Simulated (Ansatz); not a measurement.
## CuAu under changes of volume

One of the cells (14.556 Å³/atom); the others are scaled copies at fixed shape and fractional positions:

```
CELL_PARAMETERS angstrom
2.81075 0.00000 0.00000
0.00000 2.81075 0.00000
0.00000 0.00000 3.68500
ATOMIC_POSITIONS crystal
Au 0.00000 0.00000 0.00000
Cu 0.50000 0.50000 0.50000
```

```yaml
Program: Ansatz 0.2.0
Functional: PBE
Potentials_or_basis: Ansatz PAW
Cutoff: "420 eV (not typed: the program's choice for these potentials)"
k_mesh: 9 × 9 × 7
Occupations: fermi-dirac, width 0.05 eV
Spin: no spin polarisation
```

```csv
volume (Å³/atom),energy over the lowest point (meV/atom),pressure (GPa)
13.683,?,?
13.974,34.87,12.1
14.265,16.62,8.1
14.556,5.27,4.5
14.847,0.00,1.4
15.139,0.08,-1.4
15.430,4.85,-3.8
```

Problem. What does the run at 13.683 Å³/atom give?

Solution. Energy over the lowest point 60.96 meV/atom; pressure 16.7 GPa.

Worked out: A Birch-Murnaghan fit of order 3 (a polynomial in V^(-2/3)) to the other rows has its minimum at 14.99 Å³/atom with B0 = V·E''(V) = 142 GPa and B' = 5.7 at fixed shape and positions, which overstates the stiffness. It gives 60.98 meV/atom at 13.683 Å³/atom, against the run's 60.96, and -dE/dV = 16.7 GPa, against 16.7.

Energies are extrapolated to zero smearing.
